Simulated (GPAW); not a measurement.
ZrS: relaxation of cell and atoms with PBEsol

The system is ZrS.

```
Zr S
1.0
     0.00000    2.62500    2.62500
     2.62500    0.00000    2.62500
     2.62500    2.62500    0.00000
Zr S
1 1
Direct
  0.00000 0.00000 0.00000
  0.50000 0.50000 0.50000
```

```
Program             : GPAW 26.7.0
Task                : relaxation of cell and atoms
Functional          : PBEsol
Potentials or basis : PAW data sets generated in the run's folder for this functional
Cutoff              : 600 eV
Basis               : pw
k mesh              : 9 × 9 × 9
Occupations         : fermi-dirac, width 0.05 eV
Spin                : no spin polarisation
Target pressure     : 2 GPa
Maxiter             : 150
Optimizer           : BFGS
Fmax                : 0.05 eV/Å
Max steps           : 60
Target pressure     : 2 GPa
Convergence         : density=1e-05 forces=0.0001
```

- Relaxed volume: 16.94 Å³/atom
- Relaxed cell: a = 3.632 Å, b = 3.632 Å, c = 3.632 Å, α = 60.00°, β = 60.00°, γ = 60.00°
- Space group after relaxing (to 0.05 Å): Fm-3m (No. 225)
- Energy change on relaxing (the enthalpy is what falls): -19.4 meV/atom
- Ionic steps: 4
- Pressure after relaxing: 2.0 GPa
- Band gap on the k mesh: none (metal or under the smearing width)

Step by step:
```
step  energy change (eV)  largest force (eV/Å)  pressure (GPa)  volume (Å³)
   1              0.0000                0.0000           -7.02        36.18
   2             -0.0273                0.0000           -4.33        35.40
   3             -0.0368                0.0000            2.60        33.74
   4             -0.0388                0.0000            1.97        33.88
```

Final structure:
```
Zr S
1.0
     0.00000    2.56816    2.56816
     2.56816    0.00000    2.56816
     2.56816    2.56816    0.00000
Zr S
1 1
Direct
  0.00000 0.00000 0.00000
  0.50000 0.50000 0.50000
```

Levels at points of the mesh, in eV from the Fermi level:
| k point | band 5 | band 6 | band 7 | band 8 | band 9 | band 10 | band 11 | band 12 | band 13 | band 14 |
| --- | --- | --- | --- | --- | --- | --- | --- | --- | --- | --- |
| (0.00, 0.00, 0.00) | -16.05 | -3.44 | -3.44 | -3.44 | -1.44 | -1.44 | -1.44 | -0.69 | -0.69 | 2.43 |

Wall time 56 s on 1 thread of Arm Neoverse V2 (shared host), peak memory 0.19 GiB.

Caveat: later steps reuse the first step's grids.
